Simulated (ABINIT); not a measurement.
Crystal: CuI (Marshite).

```
I Cu
1.0
     0.00000    3.03150    3.03150
     3.03150    0.00000    3.03150
     3.03150    3.03150    0.00000
I Cu
1 1
Direct
  0.00000 0.00000 0.00000
  0.75000 0.75000 0.75000
```

Program: ABINIT 10.8.3 (patched build). Alike in all runs: potentials or basis JTH PAW PBE v2.0; no spin polarisation; cell as given; cutoff (eV) 707; smearing fermi-dirac 0.05 eV.

Q: Order these runs on this cell by their pressure, lowest first.
A. level rPW86PBE; k mesh 8 × 8 × 8
B. level WC; k mesh 8 × 8 × 8
C. level PBE; k mesh 5 × 5 × 5

A: B (-2.0 GPa), C (0.8 GPa), A (3.2 GPa).

Caveats: the PAW data sets were made with another functional, which shifts forces and pressure a little (some runs).

Not every run made on this cell is shown here.
